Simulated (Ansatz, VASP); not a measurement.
## HfB2 in VASP and in Ansatz

```
Hf B
1.0
     3.10860    0.00000    0.00000
    -1.55430    2.69213    0.00000
     0.00000    0.00000    3.48000
Hf B
1 2
Direct
  0.00000 0.00000 0.00000
  0.33333 0.66667 0.50000
  0.66667 0.33333 0.50000
```

Change from the starting cell: equal xx and yy strain of -1 %, PAW files.

Alike in both runs: task electric field gradients; functional PBE; k mesh 13 × 13 × 11; occupations fermi-dirac, width 0.05 eV; no spin polarisation.

|  | VASP | Ansatz |
| --- | --- | --- |
| version | VASP 6.6.1 | Ansatz 0.2.0 |
| potentials or method | VASP PAW PBE potentials, release 64 (Hf_pv, B) | PAW with Ansatz's default frozen-core files, scalar-relativistic |
| plane-wave cutoff (eV) | 520 | 420 |
| valence electrons in the cell | 16 | 32 |

```tsv
	VASP	Ansatz	Ansatz less VASP
pressure (GPa)	6.6	6.9	+0.34
largest component of the traceless stress (GPa)	2.69	2.93	+0.236
Vzz of the field gradient on the site that differs most (V/Å²)	80.0	109.8	+29.83
```

The two sets of potentials don't hold the same shells in valence. Ansatz warned: «gradients_without_spin_orbit».

The runs have no spin-orbit coupling, so splittings on Hf are missing.
